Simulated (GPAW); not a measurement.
Write an ASE script for GPAW 26.7.0 that does the following.

| Item | Value |
| --- | --- |
| Task | relaxation of cell and atoms |
| Functional | PBEsol |
| Potentials or basis | PAW data sets generated in the run's folder for this functional |
| Cutoff | 600 eV |
| Basis | pw |
| k mesh | 8 × 8 × 4 |
| Occupations | fermi-dirac, width 0.05 eV |
| Spin | no spin polarisation |
| Target pressure | 10 GPa |
| Maxiter | 150 |
| Optimizer | BFGS |
| Fmax | 0.02 eV/Å |
| Max steps | 60 |
| Target pressure | 10 GPa |
| Convergence | density=1e-05 forces=0.0001 |

Pd:

```
CELL_PARAMETERS angstrom
2.78367 0.00000 0.00000
-1.39183 2.41072 0.00000
0.00000 0.00000 4.62889
ATOMIC_POSITIONS crystal
Pd 0.33333 0.66667 0.25000
Pd 0.66667 0.33333 0.75000
```

This isn't the form of Pd at room conditions, which is fcc.

One way to write it, as run:

run.py

```python
from ase import Atoms
from ase.filters import FrechetCellFilter
from ase.io import write
from ase.optimize import BFGS
from ase.units import GPa
from gpaw import GPAW, PW, setup_paths

setup_paths.insert(0, '.')

atoms = Atoms(['Pd', 'Pd'],
              cell=[[2.7836650458, 0.0, 0.0],
                    [-1.3918325229, 2.4107246453, 0.0],
                    [0.0, 0.0, 4.628893]],
              scaled_positions=[[0.3333333333, 0.6666666667, 0.25],
                                [0.6666666667, 0.3333333333, 0.75]],
              pbc=True)

calc = GPAW(mode=PW(600),
            xc='PBEsol',
            kpts={'size': (8, 8, 4), 'gamma': True},
            occupations={'name': 'fermi-dirac', 'width': 0.05},
            nbands=29,
            convergence={'density': 1e-05, 'forces': 0.0001},
            maxiter=150,
            txt='gpaw.txt')
atoms.calc = calc
opt = BFGS(FrechetCellFilter(atoms, scalar_pressure=10 * GPa), trajectory='relax.traj', logfile='-')
done = opt.run(fmax=0.02, steps=60)
calc.write('gs.gpw')
write('result.traj', atoms)
print('Converged:', done)
print('Cell:', atoms.cell.cellpar().round(4))
print('Volume:', round(atoms.get_volume(), 4))
print(atoms.get_scaled_positions().round(5))
```

Potentials or basis: PAW data sets generated in the run's folder for this functional, pw.

The run is started by

```console
$ gpaw-setup -f PBEsol Pd
$ OMP_NUM_THREADS=1 python run.py
```

Results of the run:

```yaml
Relaxed_volume: 14.03 Å³/atom
Relaxed_cell: a = 2.690 Å, b = 2.690 Å, c = 4.478 Å, α = 90.00°, β = 90.00°, γ = 120.00°
Space_group_after_relaxing_to_0.05_Å: P6_3/mmc (No. 194)
Energy_change_on_relaxing_the_enthalpy_is_what_falls: -11.1 meV/atom
Ionic_steps: 5
Pressure_after_relaxing: 10.0 GPa
Band_gap_on_the_k_mesh: none (metal or under the smearing width)
```

Caveat: later steps reuse the first step's grids.

It took 95 s on 1 thread of Intel(R) Xeon(R) Platinum 8375C CPU @ 2.90GHz (Ice Lake) (shared host), peak memory 0.21 GiB.
